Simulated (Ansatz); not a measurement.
MnS:

```
CELL_PARAMETERS angstrom
0.00000 2.47346 2.47346
2.47346 0.00000 2.47346
2.47346 2.47346 0.00000
ATOMIC_POSITIONS crystal
Mn 0.00000 0.00000 0.00000
S 0.75000 0.75000 0.75000
```

The cell is a database's computed one.

```yaml
Program: Ansatz 0.2.0
Task: relaxation of cell and atoms
Functional: PBEsol
Potentials_or_basis: Ansatz PAW
Cutoff: "420 eV (not typed: the program's choice for these potentials)"
k_mesh: 9 × 9 × 9
Occupations: fermi-dirac, width 0.05 eV
Spin: collinear spin, ferromagnetic start
Starting_moments: "[4.0, 0.0] μB"
Hubbard_terms: Mn d U = 1 eV
```

At the start: volume 15.13 Å³/atom.

**Question.** How do energy, volume and symmetry change on relaxing?

**Answer.** It ends after 11 steps and the volume is 21.87 Å³/atom (+44.5 %); space group F-43m (No. 216, to 0.05 Å); moment 4.99 μB per cell.

The path:
```tsv
step	energy change (eV)	largest force (eV/Å)	volume (Å³)
1	0.0000	0.0000	30.27
2	-0.3386	0.0000	33.00
3	-0.7120	0.0000	37.92
4	-0.8436	0.0000	43.30
5	-0.8443	0.0000	42.86
6	-0.8444	0.0000	42.94
7	-0.8716	0.0000	42.94
8	-0.8744	0.0000	43.61
9	-0.8745	0.0000	43.75
10	-0.8746	0.0000	43.75
11	-0.8746	0.0000	43.75
```

Final structure:
```xyz
2
Lattice="0.0000 2.7967 2.7967 2.7967 0.0000 2.7967 2.7967 2.7967 0.0000" Properties=species:S:1:pos:R:3 pbc="T T T"
Mn    0.0000    0.0000    0.0000
S     4.1950    4.1950    4.1950
```

Caveat: the magnetic or orbital state may not be the lowest; the electronic state changed during the relaxation; the volume moved by over 15 % at a fixed basis, so the end points are rough; the plane-wave basis is chosen anew once the cell has moved, so the energies of steps on either side of that aren't comparable; a cell with one magnetic atom can't hold antiferromagnetic order, which such compounds often take; the PAW data sets come from PBE, with cores solved anew for the run's functional, which leaves a small shift of forces and pressure.
